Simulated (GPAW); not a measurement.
Runs of GPAW 26.7.0 on ZrC. It takes space group P6_3/mmc (No. 194, hexagonal). The conventional cell has a = 3.391 Å, b = 3.391 Å, c = 5.290 Å, α = 90.00°, β = 90.00°, γ = 120.00°. Zr (site symmetry -6m2) has 6 C at 2.36 Å as nearest neighbours. C (site symmetry -3m) has 6 Zr at 2.36 Å and 2 C at 2.65 Å as nearest neighbours. The cell comes from a database or a generator and needn't be the stable form of this composition.

```csv
task,level,potentials or basis,U,cutoff (eV),maxiter,band path,band points,convergence,pressure (GPa)
band structure,PBEsol+U,"PAW data sets generated in the run's folder for this functional, pw",Zr d U = 4 eV,800,150,"GMKGALHA,LM,KH",60,-,1.6
band structure,PBEsol+U,"PAW data sets generated in the run's folder for this functional, pw",Zr d U = 6 eV,800,150,"GMKGALHA,LM,KH",60,-,7.6
band structure,PBEsol+U,"PAW data sets generated in the run's folder for this functional, pw",Zr d U = 2 eV,800,150,"GMKGALHA,LM,KH",60,-,(b)
single point,LDA,"the program's PAW data sets (release 1.2.1) made for this functional, pw",-,600,120,-,-,default,(a)
band structure,r2SCAN,"GPAW PAW data sets (gpaw-data 1.2.1), pw",-,800,150,"GMKGALHA,LM,KH",60,-,-2.8
```

Alike in all rows: no spin polarisation; cell as given; k mesh 7 × 7 × 4; smearing fermi-dirac 0.05 eV.

Q: Estimate the missing entries.

A: (a) -13.1; (b) -3.8.

Caveats: U without spin polarisation on a metal has little footing (some runs); the U is typed as a test and isn't derived for this compound (some runs); the cutoff is short for stress and forces, so pressures can be off by a GPa or more (some runs); the PAW data sets were made with another functional, which shifts forces and pressure a little (some runs).

Not every run made on this cell is shown here.
